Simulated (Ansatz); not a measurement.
# How BeS (F-43m) expands on warming, part 3 of 3

How much does BeS expand with temperature?

Measurements to reproduce:
- heat capacity C_P per formula unit 34.2 J/mol/K and bulk modulus 105 GPa near room temperature (given in “High-Throughput Prediction of Finite-Temperature Properties using the Quasi-Harmonic Approximation”, 2016, arXiv:1603.06924)

Ansatz 0.2.0; DFT LDA, scalar-relativistic, plane waves, PAW.

So far, isothermal bulk modulus at 298 K (GPa): step 5 (the quasi-harmonic study, cutoff 487.2 eV, k-mesh 8×8×8) 98.3. The relaxed cell has a = 4.796 Å (conventional setting).

The database entry behind the starting cell differs from later determinations by our own check (0.1 to 0.3 % short, probably kX units), so it need not match the best structure at ambient conditions.

### Step 7. Phonons on strained cells, k-mesh 4×4×4, q-mesh 4×4×4

Thermal expansion follows from how the free energy of the vibrations (and of the electrons in a metal) changes with strain, so the program makes strained cells, their phonons and a fit in one run.

This step: DFT LDA, scalar-relativistic, plane waves, PAW (Ansatz 0.2.0).

input.yaml reads:

```yaml
crystal:
  lattice:
    - [0.0, 2.3982014681, 2.3982014681]
    - [2.3982014681, 0.0, 2.3982014681]
    - [2.3982014681, 2.3982014681, 0.0]
  atoms:
    - { symbol: Be, position: [0.0, 0.0, 0.0] }
    - { symbol: S, position: [0.25, 0.25, 0.25] }
kpoints:
  mp_grid: { grid: [4, 4, 4] }
hamiltonian:
  xc: lda
scf:
  occupations: { method: fixed }
output:
  eigenvalues: true
phonons:
  method: dfpt
  qmesh: [4, 4, 4]
  temperatures: { t_max: 800.0, t_step: 50 }
  thermal_expansion: {}
```

On the command line:

```sh
$ ansatz run input.yaml --threads 4 --pin off --max-ram 16384MiB --backend cpu --events-out ev --progress --plain --runs-dir out
```

Numbers of over 12 decimals in the logs are rounded to 6 here.

Log:

```text
[...]
Crystal: 2 atoms, lattice volume = 27.586 Å³
Basis set: ecut = 487.2 eV, 645 PW (Γ), exchange–correlation on 50×50×50 points (8 copies of the dense FFT grid, shifted against one another)
Bands: 8, of which v1, the nominal top of the filled ones, is band 4 counted from 1 (3 counted from 0)
Symmetry: 24 space group operations
[...]
k-points: 8 of 64 (time reversal used)
[...]
SCF iter   1: F=—  HF=-959.963274 eV  |F-HF|=—  |Δ(HF+E_count)|=         —  Δρ=4.24e-3  dr2=2.36e-3  ethr=1.77e-3  ⟨swp⟩=4.6  Hψ=464  notcnv=0  defer=12
[...]
SCF iter   8: F=-959.962560 eV  HF=-959.962560 eV  |F-HF|=3.41e-12  |Δ(HF+E_count)|=  2.15e-10  Δρ=1.07e-7  dr2=4.33e-12  ethr=1.00e-12  ⟨swp⟩=5.0  Hψ=420  notcnv=0
SCF 1 converged in 8 iterations: F = -959.962560 eV  dr2 = 4.33e-12
[...]
relax step   1: F+E_penalty+E_count = -959.96255984 eV  Δ(F+E_penalty+E_count) = +0.000e0 eV  max|allowed force component| = 2.035e-16 eV/Å  Δτ_max = 0.0000 Å  (8 SCF iters, accepted)
SCF converged after 8 iterations
Free energy (F): -959.962560 eV
[...]
Internal energy: -959.962560 eV  (E = F + TS)
E sigma→0 (E₀):  -959.962560 eV
Fermi energy:    5.578390 eV
[...]
--- Stress (GPa, compression-positive) ---
        0.600831       0.000000       0.000000
       -0.000000       0.600831       0.000000
       -0.000000       0.000000       0.600831
  P = ⅓ Tr σ = 0.6008 GPa (6.008 kbar)
--- Band table (eV; the first three rows and the last of 8) ---
[...]
── thermal expansion: 3 new cells, 3 in all ──
thermal expansion: relaxation of cell 2
thermal expansion: relaxation of cell 3
── thermal expansion: 2 new cells, 5 in all ──
thermal expansion: relaxation of cell 4
thermal expansion: lower-state search of cell 4
thermal expansion: phonons of cell 4
thermal expansion: relaxation of cell 5
thermal expansion: phonons of cell 5
── thermal expansion: 5 new cells, 10 in all ──
thermal expansion: relaxation of cell 6
thermal expansion: relaxation of cell 7
thermal expansion: relaxation of cell 8
thermal expansion: relaxation of cell 9
thermal expansion: relaxation of cell 10
thermal expansion: phonons of cell 6
thermal expansion: phonons of cell 7
--- Relaxed structure (1 steps of the walk, 1 accepted, 0 SCFs on fresh bases) ---
  F+E_penalty+E_count = -959.96255984 eV   max|allowed force component| = 2.035e-16 eV/Å
  atoms:
    - { symbol: Be, position: [0.0, 0.0, 0.0] }
    - { symbol: S, position: [0.25, 0.25, 0.25] }
--- Thermal expansion: 10 cells in 3 rounds, 0 GPa ---
  no lower state was reached at cell 4
  without vibrations: a 3.39818, b 3.39818, c 3.39818 Å, V 27.7475 Å³, B 101.74 GPa
  at 0 K: a 3.40983, b 3.40983, c 3.40983 Å, V 28.0338 Å³, B 99.28 GPa
  zero-point expansion: a +0.343, b +0.343, c +0.343, V +1.032 %
[...]
0.00    3.40983    3.40983    3.40983    28.0338 |    0.00    0.00    0.00    0.00 |    7.18 |     0.000     0.000 |    99.28    99.28
   100.00    3.40989    3.40989    3.40989    28.0354 |    0.76    0.76    0.76    2.28 |   10.50 |    10.989    10.988 |    99.21    99.22
   200.00    3.41062    3.41062    3.41062    28.0534 |    3.64    3.64    3.64   10.92 |   14.67 |    26.509    26.469 |    98.67    98.82
   298.15    3.41226    3.41226    3.41226    28.0939 |    5.96    5.96    5.96   17.89 |       - |    36.004    35.846 |    97.76    98.19
   350.00    3.41339    3.41339    3.41339    28.1218 |    6.79    6.79    6.79   20.36 |   19.19 |    39.153    38.914 |    97.20    97.80
   450.00    3.41591    3.41591    3.41591    28.1841 |    7.87    7.87    7.87   23.61 |   21.15 |    43.105    42.697 |    96.08    97.00
   550.00    3.41872    3.41872    3.41872    28.2538 |    8.56    8.56    8.56   25.69 |   22.61 |    45.467    44.881 |    94.91    96.15
   650.00    3.42174    3.42174    3.42174    28.3287 |    9.05    9.05    9.05   27.16 |   23.75 |    46.996    46.229 |    93.71    95.26
   750.00    3.42491    3.42491    3.42491    28.4074 |    9.43    9.43    9.43   28.29 |   24.70 |    48.061    47.112 |    92.49    94.36
   800.00    3.42654    3.42654    3.42654    28.4479 |    9.59    9.59    9.59   28.77 |   25.11 |    48.484    47.441 |    91.88    93.90
[...]
vibrations' free energy: its fit passes through its cells
  the electrons' free energy at temperature is not in it: every band gap is over 0.83 eV
  free energies summed between the sampled wave vectors
[...]
band gaps on the cells' k-points are 2.749 to 2.928 eV
```

Run time: 28 s. Hardware: 4 threads of Intel Xeon Platinum 8375C at 2.90GHz (Ice Lake), shared host; peak memory 0.52 GiB.

Numbers from this step:

```yaml
pressure: 0.6008 GPa
gap_on_the_k_mesh: 2.805 eV
volume_expansion_coefficient_at_298_k: 17.89 1e-6/K
c_p_at_298_k: 18.00 J/mol-atom/K
entropy_at_298_k: 15.08 J/mol-atom/K
isothermal_bulk_modulus_at_298_k: 97.75 GPa
grueneisen_parameter_at_298_k: 0.8255
volume_at_298_k: 14.05 Å³/atom
principal_linear_expansion_coefficients_at_298_k: 5.964, 5.964, 5.964 1e-6/K
```

Strained cells of the study; zero-point energy where phonons were solved; the pressures are stresses at a fixed cutoff and can carry an offset from the finite basis. Expansion cells, by row:

| cell | \|a\| (Å) | \|b\| (Å) | \|c\| (Å) | V (Å³/atom) | E - E_lowest (meV/atom) | pressure, compression positive (GPa) | gap (eV) | zero-point energy (meV/atom) |
| --- | --- | --- | --- | --- | --- | --- | --- | --- |
| 1 | 3.392 | 3.392 | 3.392 | 13.79 | 0.154 | 0.591 | 2.805 | - |
| 2 | 3.419 | 3.419 | 3.419 | 14.13 | 1.422 | -1.786 | 2.859 | - |
| 3 | 3.365 | 3.365 | 3.365 | 13.47 | 3.971 | 3.191 | 2.749 | - |
| 4 | 3.398 | 3.398 | 3.398 | 13.88 | 0 | -0.025 | 2.819 | 76.81 |
| 5 | 3.415 | 3.415 | 3.415 | 14.08 | 1 | -1.504 | 2.852 | 75.47 |
| 6 | 3.424 | 3.424 | 3.424 | 14.19 | 2.26 | -2.23 | 2.869 | 74.79 |
| 7 | 3.437 | 3.437 | 3.437 | 14.36 | 5.023 | -3.263 | 2.893 | 73.78 |
| 8 | 3.365 | 3.365 | 3.365 | 13.47 | 3.981 | 3.194 | 2.749 | - |
| 9 | 3.381 | 3.381 | 3.381 | 13.67 | 0.981 | 1.54 | 2.784 | - |
| 10 | 3.457 | 3.457 | 3.457 | 14.6 | 11.15 | -4.727 | 2.928 | - |

Quasi-harmonic; a, b, c are the run's own cell vectors. Expansion, by row:

| T (K) | a (Å) | b (Å) | c (Å) | alpha (deg) | beta (deg) | gamma (deg) | cell volume (Å³/cell) | alpha_a (1e-6/K) | alpha_b (1e-6/K) | alpha_c (1e-6/K) | alpha_V (1e-6/K) | C_P (J/mol-atom/K) | C_V (J/mol-atom/K) | S (J/mol-atom/K) | B_T (GPa) | B_S (GPa) | Grueneisen | extrapolation | fit error (1e-6/K) |
| --- | --- | --- | --- | --- | --- | --- | --- | --- | --- | --- | --- | --- | --- | --- | --- | --- | --- | --- | --- |
| 0 | 3.41 | 3.41 | 3.41 | 60 | 60 | 60 | 28.03 | 0 | 0 | 0 | 0 | 0 | 0 | 0 | 99.28 | 99.28 | - | 0 | 0 |
| 50 | 3.41 | 3.41 | 3.41 | 60 | 60 | 60 | 28.03 | 0.1 | 0.1 | 0.1 | 0.3 | 1.205 | 1.205 | 0.371 | 99.28 | 99.28 | 0.21 | 0 | 0 |
| 100 | 3.41 | 3.41 | 3.41 | 60 | 60 | 60 | 28.04 | 0.76 | 0.76 | 0.76 | 2.28 | 5.495 | 5.494 | 2.478 | 99.21 | 99.22 | 0.348 | 0 | 0 |
| 150 | 3.41 | 3.41 | 3.41 | 60 | 60 | 60 | 28.04 | 2.11 | 2.11 | 2.11 | 6.33 | 9.69 | 9.685 | 5.515 | 99.01 | 99.06 | 0.546 | 0 | 0 |
| 200 | 3.411 | 3.411 | 3.411 | 60 | 60 | 60 | 28.05 | 3.64 | 3.64 | 3.64 | 10.92 | 13.26 | 13.23 | 8.809 | 98.67 | 98.82 | 0.688 | 0 | 0.01 |
| 250 | 3.411 | 3.411 | 3.411 | 60 | 60 | 60 | 28.07 | 4.96 | 4.96 | 4.96 | 14.89 | 16.02 | 15.97 | 12.08 | 98.23 | 98.52 | 0.774 | 0 | 0.01 |
| 298.1 | 3.412 | 3.412 | 3.412 | 60 | 60 | 60 | 28.09 | 5.96 | 5.96 | 5.96 | 17.89 | 18 | 17.92 | 15.08 | 97.76 | 98.19 | 0.825 | 0 | 0.01 |
| 300 | 3.412 | 3.412 | 3.412 | 60 | 60 | 60 | 28.09 | 6 | 6 | 6 | 17.99 | 18.07 | 17.99 | 15.19 | 97.74 | 98.17 | 0.827 | 0 | 0.01 |
| 350 | 3.413 | 3.413 | 3.413 | 60 | 60 | 60 | 28.12 | 6.79 | 6.79 | 6.79 | 20.36 | 19.58 | 19.46 | 18.09 | 97.2 | 97.8 | 0.861 | 0 | 0.01 |
| 400 | 3.415 | 3.415 | 3.415 | 60 | 60 | 60 | 28.15 | 7.39 | 7.39 | 7.39 | 22.18 | 20.7 | 20.54 | 20.79 | 96.65 | 97.41 | 0.885 | 0 | 0.01 |
| 450 | 3.416 | 3.416 | 3.416 | 60 | 60 | 60 | 28.18 | 7.87 | 7.87 | 7.87 | 23.61 | 21.55 | 21.35 | 23.27 | 96.08 | 97 | 0.902 | 0 | 0.01 |
| 500 | 3.417 | 3.417 | 3.417 | 60 | 60 | 60 | 28.22 | 8.25 | 8.25 | 8.25 | 24.75 | 22.21 | 21.96 | 25.58 | 95.5 | 96.58 | 0.914 | 0 | 0.01 |
| 550 | 3.419 | 3.419 | 3.419 | 60 | 60 | 60 | 28.25 | 8.56 | 8.56 | 8.56 | 25.69 | 22.73 | 22.44 | 27.72 | 94.91 | 96.15 | 0.924 | 0 | 0.01 |
| 600 | 3.42 | 3.42 | 3.42 | 60 | 60 | 60 | 28.29 | 8.83 | 8.83 | 8.83 | 26.48 | 23.15 | 22.82 | 29.72 | 94.31 | 95.71 | 0.932 | 0 | 0.01 |
| 650 | 3.422 | 3.422 | 3.422 | 60 | 60 | 60 | 28.33 | 9.05 | 9.05 | 9.05 | 27.16 | 23.5 | 23.11 | 31.59 | 93.71 | 95.26 | 0.939 | 0 | 0.01 |
| 700 | 3.423 | 3.423 | 3.423 | 60 | 60 | 60 | 28.37 | 9.25 | 9.25 | 9.25 | 27.75 | 23.79 | 23.36 | 33.34 | 93.1 | 94.81 | 0.945 | 0 | 0.02 |
| 750 | 3.425 | 3.425 | 3.425 | 60 | 60 | 60 | 28.41 | 9.43 | 9.43 | 9.43 | 28.29 | 24.03 | 23.56 | 34.99 | 92.49 | 94.36 | 0.95 | 0 | 0.02 |
| 800 | 3.427 | 3.427 | 3.427 | 60 | 60 | 60 | 28.45 | 9.59 | 9.59 | 9.59 | 28.77 | 24.24 | 23.72 | 36.55 | 91.88 | 93.9 | 0.955 | 0 | 0.03 |

Expansion coefficient against temperature; values in 1e-6/K:

| temperature (K) | volume | principal 1 |
| --- | --- | --- |
| 0 | 0 | 0 |
| 50 | 0.3 | 0.1 |
| 100 | 2.28 | 0.76 |
| 150 | 6.33 | 2.11 |
| 200 | 10.9 | 3.64 |
| 250 | 14.9 | 4.96 |
| 298 | 17.9 | 5.96 |
| 300 | 18.0 | 6 |
| 350 | 20.4 | 6.79 |
| 400 | 22.2 | 7.39 |
| 450 | 23.6 | 7.87 |
| 500 | 24.8 | 8.25 |
| 550 | 25.7 | 8.56 |
| 600 | 26.5 | 8.83 |
| 650 | 27.2 | 9.05 |
| 700 | 27.8 | 9.25 |
| 750 | 28.3 | 9.43 |
| 800 | 28.8 | 9.59 |

Changing the q-mesh (2×2×2 → 4×4×4) and the k-mesh (8×8×8 → 4×4×4) takes the volume expansion at 298 K from 15.7 to 17.9 × 10⁻⁶/K and B_T from 98.3 to 97.8 GPa.

### Step 8. Relaxing at another setting

The functional, the potentials or the cutoff change, so the crystal is relaxed again at the new setting.

input.yaml, the sections that differ from step 7:

```yaml
kpoints:
  mp_grid: { grid: [8, 8, 8] }
output:
  forces: true
  stress: true
  eigenvalues: true
basis:
  ecutwfc: 320.0
relax:
  adjacent_minimum: "off"
  f_tol: 0.001
  max_steps: 60
  cell: { stress_tol: 0.01 }
# crystal, hamiltonian, scf: as in step 7
# phonons: removed
```

A lower cutoff is cheaper; the question is how far the property drifts.

Log:

```text
Warning: basis.ecutwfc = 320 eV is below the records' recommended 420 eV, and the density's cutoff is lower with it unless basis.ecutrho_ratio is high enough to keep the records' density cutoff: compare with a run at a higher cutoff
[...]
Crystal: 2 atoms, lattice volume = 27.586 Å³
Basis set: ecut = 320 eV, 339 PW (Γ)
[...]
-0.000000       0.000000       0.000932
  P = ⅓ Tr σ = 0.0009 GPa (0.009 kbar)
--- Band table (eV; the first three rows and the last of 29) ---
[...]
--- Relaxed structure (3 steps of the walk, 3 accepted, 1 SCFs on fresh bases) ---
[...]
cell:  # Å, volume = 27.5948 Å³
    - [0, 2.398460, 2.398460]
    - [2.398460, 0, 2.398460]
    - [2.398460, 2.398460, 0]
  atoms:
    - { symbol: Be, position: [0, 0, 0] }
    - { symbol: S, position: [0.25, 0.25, 0.25] }
[key lines of the parts left out:]
SCF converged after 4 iterations
Free energy (F): -960.007257 eV
Fermi energy:    5.551002 eV
```

It took 0.73 s on 4 threads; peak memory 0.34 GiB.

Little changed from the start: no atom moved by 0.005 Å and no cell edge by 0.1 %.

This step gave:

| Property | Result |
| --- | --- |
| pressure | 9.32e-4 GPa |
| gap on the k-mesh | 2.829 eV |
| volume per atom | 13.80 Å³ |

The residual pressure is 9.3e-4 GPa, small enough for phonons.

### Step 9. The quasi-harmonic study, cutoff 320 eV, q-mesh 4×4×4

The study relaxes the crystal at several strains, solves the phonons on some of them and minimises the free energy at each temperature (static energy, vibrations, the electrons in a metal, and PV under a set pressure); the q-mesh sets how far the force constants reach.

input.yaml, the sections that differ from step 8:

```yaml
crystal:
  lattice:
    - [0.0, 2.3984598184, 2.3984598184]
    - [2.3984598184, 0.0, 2.3984598184]
    - [2.3984598184, 2.3984598184, 0.0]
  atoms:
    - { symbol: Be, position: [0.0, 0.0, 0.0] }
    - { symbol: S, position: [0.25, 0.25, 0.25] }
output:
  eigenvalues: true
phonons:
  method: dfpt
  qmesh: [4, 4, 4]
  temperatures: { t_max: 800.0, t_step: 50 }
  thermal_expansion: {}
# kpoints, hamiltonian, scf, basis: as in step 8
# relax: removed
```

Log:

```text
[...]
Warning: basis.ecutrho_ratio = 4 (ecutrho = 1280 eV) is below the records' recommended 1680 eV
[...]
Crystal: 2 atoms, lattice volume = 27.595 Å³
Basis set: ecut = 320 eV, 339 PW (Γ), exchange–correlation on 40×40×40 points (8 copies of the dense FFT grid, shifted against one another)
[...]
vibrations' free energy: its fit passes through its cells
  the electrons' free energy at temperature is not in it: every band gap is over 0.83 eV
  free energies summed between the sampled wave vectors
[...]
the FFT grids of the static calculations differ: 20 × 20 × 20, 24 × 24 × 24
  band gaps on the cells' k-points are 2.759 to 2.939 eV
[key lines of the parts left out:]
SCF converged after 7 iterations
Free energy (F): -960.007263 eV
Fermi energy:    5.551005 eV
P = ⅓ Tr σ = 0.0009 GPa (0.009 kbar)
```

Run time: 56 s. Hardware: 4 threads; peak memory 0.56 GiB; 3.3 min of CPU time.

Changing the k-mesh (4×4×4 → 8×8×8) and the cutoff (487.2 → 320 eV) takes the volume expansion at 298 K from 17.9 to 17.9 × 10⁻⁶/K and B_T from 97.8 to 98.0 GPa.

### Step 10. Phonons on strained cells, cutoff 487.2 eV, k-mesh 8×8×8

Thermal expansion follows from how the free energy of the vibrations (and of the electrons in a metal) changes with strain, so the program makes strained cells, their phonons and a fit in one run.

input.yaml, the sections that differ from step 9:

```yaml
crystal:
  lattice:
    - [0.0, 2.3982014681, 2.3982014681]
    - [2.3982014681, 0.0, 2.3982014681]
    - [2.3982014681, 2.3982014681, 0.0]
  atoms:
    - { symbol: Be, position: [0.0, 0.0, 0.0] }
    - { symbol: S, position: [0.25, 0.25, 0.25] }
phonons:
  method: fd
  qmesh: [4, 4, 4]
  temperatures: { t_max: 800.0, t_step: 50 }
  thermal_expansion: {}
# kpoints, hamiltonian, scf, output: as in step 9
# basis: removed
```

Log:

```text
[...]
Crystal: 2 atoms, lattice volume = 27.586 Å³
Basis set: ecut = 487.2 eV, 645 PW (Γ)
Bands: 8, of which v1, the nominal top of the filled ones, is band 4 counted from 1 (3 counted from 0)
Symmetry: 24 space group operations
[...]
k-points: 29 of 512 (time reversal used)
[...]
800.00    3.41971    3.41971    3.41971    28.2783 |    9.52    9.52    9.52   28.56 |   24.91 |    48.435    47.408 |    92.42    94.42
[...]
vibrations' free energy: its fit passes through its cells
  the electrons' free energy at temperature is not in it: every band gap is over 0.83 eV
  free energies summed between the sampled wave vectors
[...]
band gaps on the cells' k-points are 2.754 to 2.934 eV
[key lines of the parts left out:]
SCF converged after 8 iterations
Free energy (F): -960.019250 eV
Fermi energy:    5.554363 eV
P = ⅓ Tr σ = -0.0049 GPa (-0.049 kbar)
```

The job ended after 3.6 min (4 threads; peak memory 0.73 GiB).

Changing the cutoff (320 → 487.2 eV) and the phonon method (dfpt → fd) takes the volume expansion at 298 K from 17.9 to 17.7 × 10⁻⁶/K and B_T from 98.0 to 98.2 GPa.

### Step 11. Comparing the runs

Times are for 4 threads of Intel Xeon Platinum 8375C at 2.90GHz (Ice Lake), shared host. The runs compared:

| no. | functional | cutoff (eV) | k-mesh | q-mesh | method | pressure (GPa) | volume expansion coefficient at 298 K (1e-6/K) | C_P at 298 K (J/mol-atom/K) | isothermal bulk modulus at 298 K (GPa) | time | memory (GiB) |
| --- | --- | --- | --- | --- | --- | --- | --- | --- | --- | --- | --- |
| 1 | lda | 487.2 | 8×8×8 | 2×2×2 | dfpt | 0 | 15.70 | 17.84 | 98.25 | 29 s | 0.57 |
| 2 | lda | 487.2 | 4×4×4 | 4×4×4 | dfpt | 0 | 17.89 | 18.00 | 97.75 | 28 s | 0.52 |
| 3 | lda | 320 | 8×8×8 | 4×4×4 | dfpt | 0 | 17.88 | 17.94 | 97.95 | 56 s | 0.56 |
| 4 | lda | 487.2 | 8×8×8 | 4×4×4 | fd | 0 | 17.69 | 17.92 | 98.21 | 3.6 min | 0.73 |

The runs together, line volume. Expansion coefficient, volume against temperature; values in 1e-6/K:

| temperature (K) | lda, 487.2, 8×8×8, 2×2×2, dfpt, 0 | lda, 487.2, 4×4×4, 4×4×4, dfpt, 0 | lda, 320, 8×8×8, 4×4×4, dfpt, 0 | lda, 487.2, 8×8×8, 4×4×4, fd, 0 |
| --- | --- | --- | --- | --- |
| 0 | 0 | 0 | 0 | 0 |
| 50 | -0.04 | 0.3 | 0.33 | 0.31 |
| 100 | 1.17 | 2.28 | 2.31 | 2.25 |
| 150 | 4.66 | 6.33 | 6.31 | 6.21 |
| 200 | 8.94 | 10.9 | 10.9 | 10.8 |
| 250 | 12.8 | 14.9 | 14.9 | 14.7 |
| 298 | 15.7 | 17.9 | 17.9 | 17.7 |
| 300 | 15.8 | 18.0 | 18.0 | 17.8 |
| 350 | 18.1 | 20.4 | 20.4 | 20.2 |
| 400 | 19.9 | 22.2 | 22.2 | 22.0 |
| 450 | 21.4 | 23.6 | 23.6 | 23.4 |
| 500 | 22.5 | 24.8 | 24.8 | 24.6 |
| 550 | 23.4 | 25.7 | 25.7 | 25.5 |
| 600 | 24.2 | 26.5 | 26.5 | 26.3 |
| 650 | 24.9 | 27.2 | 27.2 | 27.0 |
| 700 | 25.4 | 27.8 | 27.8 | 27.6 |
| 750 | 26.0 | 28.3 | 28.3 | 28.1 |
| 800 | 26.4 | 28.8 | 28.8 | 28.6 |

The runs together, line C_P. The heat capacity, C_P by temperature; values in J/mol-atom/K:

| temperature (K) | lda, 487.2, 8×8×8, 2×2×2, dfpt, 0 | lda, 487.2, 4×4×4, 4×4×4, dfpt, 0 | lda, 320, 8×8×8, 4×4×4, dfpt, 0 | lda, 487.2, 8×8×8, 4×4×4, fd, 0 |
| --- | --- | --- | --- | --- |
| 0 | 0 | 0 | 0 | 0 |
| 50 | 1.37 | 1.21 | 1.17 | 1.17 |
| 100 | 5.62 | 5.50 | 5.43 | 5.42 |
| 150 | 9.66 | 9.69 | 9.61 | 9.60 |
| 200 | 13.1 | 13.3 | 13.2 | 13.2 |
| 250 | 15.9 | 16.0 | 15.9 | 15.9 |
| 298 | 17.8 | 18.0 | 17.9 | 17.9 |
| 300 | 17.9 | 18.1 | 18.0 | 18.0 |
| 350 | 19.4 | 19.6 | 19.5 | 19.5 |
| 400 | 20.6 | 20.7 | 20.7 | 20.6 |
| 450 | 21.4 | 21.6 | 21.5 | 21.5 |
| 500 | 22.1 | 22.2 | 22.2 | 22.2 |
| 550 | 22.6 | 22.7 | 22.7 | 22.7 |
| 600 | 23.0 | 23.2 | 23.1 | 23.1 |
| 650 | 23.4 | 23.5 | 23.5 | 23.5 |
| 700 | 23.7 | 23.8 | 23.8 | 23.8 |
| 750 | 23.9 | 24.0 | 24.0 | 24.0 |
| 800 | 24.1 | 24.2 | 24.2 | 24.2 |

### Step 12. Results

```yaml
settings_of_these_figures: LDA, 487.2 eV, k 8×8×8, q 4×4×4
volume_expansion_coefficient_at_298_k: 17.69 1e-6/K
c_p_at_298_k: 17.92 J/mol-atom/K
entropy_at_298_k: 14.93 J/mol-atom/K
isothermal_bulk_modulus_at_298_k: 98.21 GPa
grueneisen_parameter_at_298_k: 0.8188
volume_at_298_k: 13.96 Å³/atom
principal_linear_expansion_coefficients_at_298_k: 5.897, 5.897, 5.897 1e-6/K
```

Near room temperature BeS expands by 17.7 × 10⁻⁶/K in volume by LDA, with C_P = 17.9 J/(mol K) per mole of atoms and B_T = 98.2 GPa. C_P at room temperature is 72 % of the classical 3R an atom, so the stiffest modes are still partly frozen out. A measured bulk modulus near room temperature is 105 GPa (arXiv:1603.06924); the calculated 98.2 GPa differs by -6 %. The table does not say whether its value is isothermal or adiabatic. A measured heat capacity per formula unit near room temperature is 34.2 J/mol/K (arXiv:1603.06924); the calculated 35.8 J/mol/K differs by +5 %. Changing the q-mesh, k-mesh, cutoff and phonon method moves the volume expansion at 298 K between 15.7 and 17.9 × 10⁻⁶/K, while the CPU time spans a factor of 9.5. The interpolation has no quadrupole term, so branches near the zone centre are less sure, since this crystal has sites that are not centres of inversion. The PAW files were made for PBE and are used here under another functional, for which the program regenerates the frozen cores.

[Logs are printed without paths, hosts, clocks, repeated set-up lines and the standing remarks that a program may print on its own settings, such as how far it seeks lower states.]

[Hosts, paths, dates, database ids (printed as entryN), source tags and the programs' standing remarks are cut or masked in the printed files.]

[A step with changed settings may run another functional than the one named; its input shows which.]
